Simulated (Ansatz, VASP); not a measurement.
This is a calculation of Mg3Te for VASP 6.6.1.

Contents of INCAR:

```
SYSTEM = Mg3Te
ALGO = Normal
EDIFF = 1E-7
ENCUT = 520
GGA = PE
ISIF = 2
ISMEAR = -1
LASPH = .True.
LCHARG = .False.
LREAL = .False.
LWAVE = .False.
NBANDS = 14
NELM = 80
PREC = Accurate
SIGMA = 0.05
```

Contents of KPOINTS:

```
k-points
0
Gamma
  9 9 9
  0 0 0
```

File POSCAR:

```
Mg3Te
1.0
   -2.1250014466      2.1250014466      5.2470339922
    2.1250014466     -2.1250014466      5.2470339922
    2.1250014466      2.1250014466     -5.2470339922
Te Mg
1 3
Direct
    0.0000000000      0.0000000000      0.0000000000
    0.2500000000      0.7500000000      0.5000000000
    0.7500000000      0.2500000000      0.5000000000
    0.5000000000      0.5000000000      0.0000000000
```

Potentials or basis: VASP PAW PBE potentials, release 64 (Te, Mg).

Run with:

```sh
$ cat potpaw_PBE.64/Te/POTCAR potpaw_PBE.64/Mg/POTCAR > POTCAR
$ mpirun -np 1 vasp_std > vasp.out
```

Q: Translate it to Ansatz 0.2.0. Potentials there: Ansatz PAW.

A: As run (the cutoff follows the program's own potentials):

Contents of input.yaml:

```yaml
crystal:
  lattice:
    - [-2.1250014466, 2.1250014466, 5.2470339922]
    - [2.1250014466, -2.1250014466, 5.2470339922]
    - [2.1250014466, 2.1250014466, -5.2470339922]
  atoms:
    - { symbol: Te, position: [0.0, 0.0, 0.0] }
    - { symbol: Mg, position: [0.25, 0.75, 0.5] }
    - { symbol: Mg, position: [0.75, 0.25, 0.5] }
    - { symbol: Mg, position: [0.5, 0.5, 0.0] }
hamiltonian:
  xc: pbe
  pseudopotentials: { kind: paw }
kpoints:
  mp_grid: { grid: [9, 9, 9] }
scf:
  occupations: { method: fermi_dirac, width: 0.05 }
output:
  forces: true
  stress: true
  eigenvalues: true
```

Potentials or basis: Ansatz PAW.

Command:

```bash
$ ansatz run input.yaml --threads 2 --pin off --max-ram 5120MiB --backend cpu --events-out ev --progress --plain --runs-dir out
```

Both were run:

|  | VASP | Ansatz | Ansatz less VASP |
| --- | --- | --- | --- |
| gap on the k mesh at the Fermi level (eV) | none | none | - |
| pressure (GPa) | 0.8 | 0.9 | +0.10 |
| largest component of the traceless stress (GPa) | 0.30 | 0.28 | -0.022 |

A gap of «none» marks a metal or a gap that the smearing closes. With one functional, cell and mesh, what is left measures potentials, basis and numerics. The two sets of potentials don't hold the same shells in valence.

The runs have no spin-orbit coupling, so splittings on Te are missing.
